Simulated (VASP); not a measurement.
# Ga (Pm-3m) in VASP: further runs

Aim: see how the results for Ga move with the level of theory and the settings. Levels: BLYP+D4, TPSS, PBE. Tasks: band structure, optical spectrum, single point.

Program: VASP 6.6.1. These are calculated values, not measurements. Logs are shortened: lines on timing, memory, paths and dates and some standing lists are left out, and cuts for length are marked.

### Step 1. Starting point

It takes space group Pm-3m (No. 221, cubic). The conventional cell has a = 2.716 Å, b = 2.716 Å, c = 2.716 Å, α = 90.00°, β = 90.00°, γ = 90.00°. Ga (site symmetry m-3m) has 6 Ga at 2.72 Å as nearest neighbours.

The cell was built by a generator and needn't be a form met in nature.

### Step 2. Band structure, BLYP+D4, spin-orbit coupling, no magnetisation

run.py

```python
from ase.calculators.vasp import Vasp
from ase.dft.bandgap import bandgap
from ase.io import read

atoms = read('POSCAR')
calc = Vasp(
    directory='calc',
    xc='blyp',
    pp='PBE',
    setups='gw',
    prec='Accurate',
    encut=550,
    ediff=1e-06,
    ismear=1,
    sigma=0.2,
    lreal=False,
    lasph=True,
    nelm=80,
    algo='Fast',
    isif=2,
    lwave=False,
    lcharg=True,
    lorbit=11,
    lsorbit=True,
    gga_compat=False,
    ivdw=13,
    vdw_s6=1.0,
    vdw_s8=2.34076671,
    vdw_a1=0.44488865,
    vdw_a2=4.0933009,
    maxmix=10,
    kpts=[7, 7, 7],
    gamma=True,
    nbands=24,
)
atoms.calc = calc

print('energy (eV):', atoms.get_potential_energy())
print('free energy (eV):', atoms.get_potential_energy(force_consistent=True))
efermi = calc.get_fermi_level()
print('Fermi level (eV):', efermi)
path = atoms.cell.bandpath(npoints=60, eps=1e-4)
print('path:', path.path)
calc.set(kpts=path.kpts, reciprocal=True, icharg=11, isym=0, lcharg=False)
calc.calculate(atoms)
print('gap on the path (eV):', bandgap(calc, efermi=efermi)[0])
print('direct gap on the path (eV):', bandgap(calc, efermi=efermi, direct=True)[0])
```

POSCAR

```
Ga
1.0
    2.7164800000      0.0000000000      0.0000000000
    0.0000000000      2.7164800000      0.0000000000
    0.0000000000      0.0000000000      2.7164800000
Ga
1
Direct
    0.0000000000      0.0000000000      0.0000000000
```

Potentials or basis: VASP PAW PBE potentials, release 64 (Ga_d_GW).

The run is started by

```sh
$ python run.py
```

Output:

```text
energy (eV): -2.97785253
free energy (eV): -2.98003788
Fermi level (eV): 5.06569637
path: GXMGRX,MR
gap on the path (eV): 0.0
direct gap on the path (eV): 0.0
```

OUTCAR:

```text
ENCUT = 550.000000
   EDIFF = 1.00e-06
   GGA = B5
   PREC = Accurate
   ICHARG = 11
   ISIF = 2
   ISMEAR = 1
   ISYM = 0
   LORBIT = 11
   NELM = 80
   IVDW = 13
   LASPH = .TRUE.
   LSORBIT = .TRUE.
   LREAL = .FALSE.

 ion  position               nearest neighbor table
   1  0.000  0.000  0.000-

IMPORTANT INFORMATION: All symmetrisations will be switched off!
NOSYMM: (Re-)initialisation of all symmetry stuff for point group C_1.

----------------------------------------------------------------------------------------

                                     Primitive cell

  volume of cell :      20.0456

  direct lattice vectors                    reciprocal lattice vectors
     2.716480000  0.000000000  0.000000000     0.368123454  0.000000000  0.000000000
     0.000000000  2.716480000  0.000000000     0.000000000  0.368123454  0.000000000
     0.000000000  0.000000000  2.716480000     0.000000000  0.000000000  0.368123454

  length of vectors
     2.716480000  2.716480000  2.716480000     0.368123454  0.368123454  0.368123454

  position of ions in fractional coordinates (direct lattice)
     0.000000000  0.000000000  0.000000000

  ion indices of the primitive-cell ions
   primitive index   ion index
                 1           1

----------------------------------------------------------------------------------------

[... 756 lines left out ...]

------------------------ aborting loop because EDIFF is reached ----------------------------------------

  DFT-D4 for vdW energy calculation

  Edisp (eV):   -0.86290

  FORCE on cell =-STRESS in cart. coord.  units (eV):
  Direction    XX          YY          ZZ          XY          YZ          ZX
  --------------------------------------------------------------------------------------
  -------------------------------------------------------------------------------------
  Total       3.22474     9.91721    -8.03434     0.92270     0.81961     1.77002
  in kB     257.74228   792.64836  -642.15706    73.74790    65.50835   141.47190
  external pressure =      136.08 kB  Pullay stress =        0.00 kB

 VOLUME and BASIS-vectors are now :
 -----------------------------------------------------------------------------
  energy-cutoff  :      550.00
  volume of cell :       20.05
      direct lattice vectors                 reciprocal lattice vectors
     2.716480000  0.000000000  0.000000000     0.368123454  0.000000000  0.000000000
     0.000000000  2.716480000  0.000000000     0.000000000  0.368123454  0.000000000
     0.000000000  0.000000000  2.716480000     0.000000000  0.000000000  0.368123454

 POSITION                                       TOTAL-FORCE (eV/Angst)
 -----------------------------------------------------------------------------------
      0.00000      0.00000      0.00000         0.000175      0.000246      0.000144
 -----------------------------------------------------------------------------------
    total drift:                                0.000175      0.000246      0.000144

  FREE ENERGIE OF THE ION-ELECTRON SYSTEM (eV)
  ---------------------------------------------------
  free  energy   TOTEN  =        -2.0100531649 eV

  energy  without entropy=       -2.0092971031  energy(sigma->0) =       -2.00980114

 Spin-Orbit-Coupling matrix elements

 Ion:    1  E_soc:     -0.0167579
 l=   1
     0.0000000    -0.0012397    -0.0014900
    -0.0012397     0.0000000    -0.0007764
    -0.0014900    -0.0007764     0.0000000
 l=   2
     0.0000000    -0.0003311     0.0000000    -0.0003284    -0.0013054
    -0.0003311     0.0000000    -0.0009729    -0.0003203    -0.0003119
     0.0000000    -0.0009729     0.0000000    -0.0009801     0.0000000
    -0.0003284    -0.0003203    -0.0009801     0.0000000    -0.0003227
    -0.0013054    -0.0003119     0.0000000    -0.0003227     0.0000000
 l=   3
     0.0000000     0.0000000     0.0000000     0.0000000     0.0000000     0.0000000     0.0000000
     0.0000000     0.0000000     0.0000000     0.0000000     0.0000000     0.0000000     0.0000000
     0.0000000     0.0000000     0.0000000     0.0000000     0.0000000     0.0000000     0.0000000
     0.0000000     0.0000000     0.0000000     0.0000000     0.0000000     0.0000000     0.0000000
     0.0000000     0.0000000     0.0000000     0.0000000     0.0000000     0.0000000     0.0000000
     0.0000000     0.0000000     0.0000000     0.0000000     0.0000000     0.0000000     0.0000000
     0.0000000     0.0000000     0.0000000     0.0000000     0.0000000     0.0000000     0.0000000

 total charge

# of ion       s       p       d       tot
------------------------------------------
    1        1.015   0.668   9.907  11.590

 magnetization (x)

# of ion       s       p       d       tot
------------------------------------------
    1        0.000   0.000  -0.000   0.000

 magnetization (y)

# of ion       s       p       d       tot
------------------------------------------
    1        0.000  -0.000  -0.000  -0.000

 magnetization (z)

# of ion       s       p       d       tot
------------------------------------------
    1        0.000   0.000  -0.000   0.000
```

INCAR:

```text
AGGAC = 1.000000
AGGAX = 1.000000
ALDAC = 0.000000
ENCUT = 550.000000
SIGMA = 0.200000
VDW_S6 = 1.000000
VDW_S8 = 2.340767
VDW_A1 = 0.444889
VDW_A2 = 4.093301
ALDAX = 1.000000
EDIFF = 1.00e-06
ALGO = Fast
GGA = B5
PREC = Accurate
ICHARG = 11
ISIF = 2
ISMEAR = 1
ISYM = 0
LORBIT = 11
MAXMIX = 10
NBANDS = 24
NELM = 80
IVDW = 13
LASPH = .TRUE.
LCHARG = .FALSE.
LWAVE = .FALSE.
LSORBIT = .TRUE.
GGA_COMPAT = .FALSE.
LREAL = .FALSE.
```

Wall time 2.8 min (1 thread of AMD EPYC 7R43 (Zen 3), shared host); peak memory 0.17 GiB.

What came out:

| Item | Value |
| --- | --- |
| Dispersion energy per atom | -0.863 eV |

Caveat: the log is that of the step along the path at fixed density, whose energy, stress, charges and moments have no meaning; the PAW data sets were made with another functional, which shifts forces and pressure a little.

### Step 3. Optical spectrum, TPSS

INCAR

```
SYSTEM = Ga
PREC = Accurate
ENCUT = 900
EDIFF = 1E-7
ISMEAR = 1
SIGMA = 0.1
LREAL = .False.
LASPH = .True.
NELM = 100
ALGO = Normal
ISIF = 2
LWAVE = .False.
LCHARG = .False.
METAGGA = TPSS
LMIXTAU = .True.
LOPTICS = .True.
NBANDS = 38
NEDOS = 2000
CSHIFT = 0.05
```

KPOINTS

```
regular mesh
0
Gamma
  10 10 10
  0 0 0
```

Edit POSCAR of step 2 so:

```diff
@@ -7,3 +7,3 @@
 1
-Direct
+Cartesian
     0.0000000000      0.0000000000      0.0000000000
```

Potentials or basis: VASP PAW PBE potentials, release 64 (Ga_h).

The run is started by

```sh
$ cat potpaw_PBE.64/Ga_h/POTCAR > POTCAR
$ mpirun -np 1 vasp_std > vasp.out
```

OUTCAR:

```text
SYSTEM = Ga
   PREC = Accurate
   ENCUT = 900
   EDIFF = 1E-7
   ISMEAR = 1
   LREAL = .False.
   LASPH = .True.
   NELM = 100
   ISIF = 2
   METAGGA = TPSS

 ion  position               nearest neighbor table
   1  0.000  0.000  0.000-

  LATTYP: Found a simple cubic cell.
 ALAT       =     2.7164800000

  Lattice vectors:

 A1 = (   2.7164800000,   0.0000000000,   0.0000000000)
 A2 = (   0.0000000000,   2.7164800000,   0.0000000000)
 A3 = (   0.0000000000,   0.0000000000,   2.7164800000)

Analysis of symmetry for initial positions (statically):
=====================================================================
 Subroutine PRICEL returns:
 Original cell was already a primitive cell.

 Routine SETGRP: Setting up the symmetry group for a
 simple cubic supercell.

 Subroutine GETGRP returns: Found 48 space group operations
 (whereof 48 operations were pure point group operations)
 out of a pool of 48 trial point group operations.

The static configuration has the point symmetry O_h .

[... 693 lines left out ...]

 POSITION                                       TOTAL-FORCE (eV/Angst)
 -----------------------------------------------------------------------------------
      0.00000      0.00000      0.00000         0.000000      0.000000      0.000000
 -----------------------------------------------------------------------------------
    total drift:                               -0.000000     -0.000000     -0.000000

  FREE ENERGIE OF THE ION-ELECTRON SYSTEM (eV)
  ---------------------------------------------------
  free  energy   TOTEN  =       -10.7432963767 eV

  energy  without entropy=      -10.7429132160  energy(sigma->0) =      -10.74316866

 electrical conductivity sigma (Mega S m-1) (frequency dependency in vasprun.xml)
  --------------------------------------------------------------------------------------
       0.323       0.000       0.000
       0.000       0.323      -0.000
       0.000      -0.000       0.323

  frequency dependent IMAGINARY DIELECTRIC FUNCTION (independent particle, no local field effects) density-density
     E(ev)      X         Y         Z        XY        YZ        ZX
  --------------------------------------------------------------------------------------------------------------
     0.00000     0.00000     0.00000     0.00000     0.00000     0.00000     0.00000
     1.09033   358.68564   358.68564   358.68564     0.00000     0.00000    -0.00000
     2.18065    -0.03166    -0.03166    -0.03166     0.00000     0.00000     0.00000
     3.27098     0.15571     0.15571     0.15571     0.00000     0.00000    -0.00000
     4.36131     1.27774     1.27774     1.27774     0.00000     0.00000    -0.00000
     5.45164    -0.02427    -0.02427    -0.02427     0.00000     0.00000     0.00000
[... 92 lines left out ...]
   106.85206     0.00000     0.00000     0.00000     0.00000     0.00000     0.00000
   107.94238     0.00000     0.00000     0.00000     0.00000     0.00000     0.00000

  frequency dependent      REAL DIELECTRIC FUNCTION (independent particle, no local field effects) density-density
     E(ev)        X           Y           Z          XY          YZ          ZX
  --------------------------------------------------------------------------------------------------------------
     0.00000    38.07996    38.07996    38.07996    -0.00000    -0.00000    -0.00000
     1.09033    79.14491    79.14491    79.14491    -0.00000    -0.00000     0.00000
     2.18065   -16.78854   -16.78854   -16.78854     0.00000     0.00000     0.00000
     3.27098    -2.89822    -2.89822    -2.89822    -0.00000     0.00000     0.00000
     4.36131    -3.07119    -3.07119    -3.07119     0.00000     0.00000    -0.00000
     5.45164    -1.77039    -1.77039    -1.77039     0.00000    -0.00000     0.00000
[... 92 lines left out ...]
   106.85206     0.95983     0.95983     0.95983     0.00000     0.00000     0.00000
   107.94238     0.96100     0.96100     0.96100     0.00000     0.00000     0.00000

  frequency dependent IMAGINARY DIELECTRIC FUNCTION (independent particle, no local field effects) current-current
     E(ev)      X         Y         Z        XY        YZ        ZX
  --------------------------------------------------------------------------------------------------------------
     0.00000     0.00000     0.00000     0.00000     0.00000     0.00000     0.00000
     1.09033   375.06951   375.06951   375.06951    -0.00000    -0.00000     0.00000
     2.18065    -0.03739    -0.03739    -0.03739    -0.00000    -0.00000     0.00000
     3.27098     0.14834     0.14834     0.14834     0.00000    -0.00000    -0.00000
     4.36131     1.24869     1.24869     1.24869     0.00000    -0.00000     0.00000
     5.45164    -0.02223    -0.02223    -0.02223     0.00000     0.00000    -0.00000
[... 92 lines left out ...]
   106.85206    -0.00000    -0.00000    -0.00000    -0.00000    -0.00000    -0.00000
   107.94238    -0.00000    -0.00000    -0.00000    -0.00000    -0.00000    -0.00000

  frequency dependent      REAL DIELECTRIC FUNCTION (independent particle, no local field effects) current-current
     E(ev)        X           Y           Z          XY          YZ          ZX
  --------------------------------------------------------------------------------------------------------------
     0.00000    37.84020    37.84020    37.84020    -0.00000    -0.00000     0.00000
     1.09033    52.56416    52.56416    52.56416    -0.00000    -0.00000     0.00000
     2.18065   -16.87149   -16.87149   -16.87149     0.00000     0.00000    -0.00000
     3.27098    -2.90403    -2.90403    -2.90403     0.00000     0.00000    -0.00000
     4.36131    -3.10928    -3.10928    -3.10928     0.00000     0.00000    -0.00000
     5.45164    -1.77133    -1.77133    -1.77133     0.00000    -0.00000     0.00000
[... 92 lines left out ...]
   106.85206     0.95983     0.95983     0.95983     0.00000     0.00000    -0.00000
   107.94238     0.96100     0.96100     0.96100     0.00000     0.00000    -0.00000
```

It took 7.4 min on 1 thread of AMD EPYC 7R43 (Zen 3), shared host; peak memory 0.21 GiB.

Results:

```
Free energy            : -10.7433 eV
Pressure               : -2.3 GPa
Band gap on the k mesh : none (metal or under the smearing width)
```

Dielectric function (mean over the directions given):
```csv
energy (eV),real part,imaginary part
0.27,40.12,0.00
0.93,108.75,-15.74
1.58,-18.34,26.61
2.29,-12.32,-0.29
2.94,-5.34,0.00
3.65,0.56,0.12
4.31,-3.48,1.99
5.02,-2.55,0.85
5.67,-0.87,0.01
6.38,-4.22,5.93
7.03,-0.76,0.00
7.69,0.07,0.10
8.40,-0.05,0.03
9.05,0.26,0.34
9.76,-0.69,0.28
10.41,-0.02,0.24
11.12,0.39,0.04
11.78,0.57,0.16
12.48,0.73,0.15
13.14,0.83,0.10
13.79,0.71,0.17
14.50,0.90,0.10
15.16,0.87,0.37
15.86,0.85,0.30
16.52,0.82,0.29
17.23,0.83,0.25
17.88,0.82,0.35
18.59,0.84,0.26
19.24,0.83,0.23
19.95,0.82,0.25
```

Caveat: spectra need much finer meshes, so this one isn't converged; independent-particle spectra lack excitons; the intraband (Drude) part of a metal's response may be missing; the PAW data sets were made with another functional, which shifts forces and pressure a little.

(Continued in part 2 of 2.)
